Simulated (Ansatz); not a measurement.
# Tc in Ansatz: convergence with smearing width

Input of the first run (smearing width 0.3 eV); the others differ in this setting and in those tied to it:

input.yaml

```yaml
crystal:
  lattice:
    - [0.0, 1.95, 1.95]
    - [1.95, 0.0, 1.95]
    - [1.95, 1.95, 0.0]
  atoms:
    - { symbol: Tc, position: [0.0, 0.0, 0.0] }
hamiltonian:
  xc: lda
  pseudopotentials: { kind: paw }
kpoints:
  mp_grid: { grid: [10, 10, 10] }
scf:
  occupations: { method: gaussian, width: 0.3 }
output:
  forces: true
  stress: true
  eigenvalues: true
```

Potentials or basis: Ansatz PAW earlier set.

Run with:

```sh
$ ansatz run input.yaml --threads 2 --pin off --max-ram 5632MiB --backend cpu --events-out ev --progress --plain --runs-dir out
```

This isn't the form of Tc at room conditions, which is hcp.

Hardware: 2 threads of Arm Neoverse V1, with other jobs on the host.

Question: The values tried are 0.3 eV, 0.2 eV, 0.15 eV, 0.1 eV, 0.05 eV, 0.025 eV, 0.01 eV, 0.005 eV, loosest first. From which on does the energy stay within 1 meV/atom of the tightest run that finished?

Answer: From 0.1 eV on.

| smearing width | energy less the tightest run, at zero smearing (meV/atom) | pressure (GPa) | SCF cycles | CPU time (s) | peak memory (GiB) |
| --- | --- | --- | --- | --- | --- |
| 0.3 eV | -7.11 | -19.61 | 6 | 0.85 | 0.24 |
| 0.2 eV | -3.13 | -19.63 | 6 | 0.85 | 0.24 |
| 0.15 eV | -1.64 | -19.61 | 6 | 0.87 | 0.24 |
| 0.1 eV | -0.79 | -19.59 | 6 | 0.87 | 0.24 |
| 0.05 eV | -0.40 | -19.61 | 6 | 0.88 | 0.24 |
| 0.025 eV | -0.22 | -19.65 | 6 | 0.88 | 0.24 |
| 0.01 eV | -0.07 | -19.66 | 6 | 0.88 | 0.24 |
| 0.005 eV | 0.00 | -19.64 | 8 | 0.97 | 0.24 |

Against the tightest run, the pressure stays within 0.1 GPa from 0.3 eV on. Narrower smearing needs a denser k mesh, so at a fixed mesh the narrowest width isn't the most accurate. The tightest run that finished is the yardstick and may itself not be fully converged.

Caveat, for the tightest run too: so large a pressure means that the cell lies far from this level's equilibrium, or that cutoff or potentials fall short; the PAW data sets come from PBE, with cores solved anew for the run's functional, which leaves a small shift of forces and pressure.
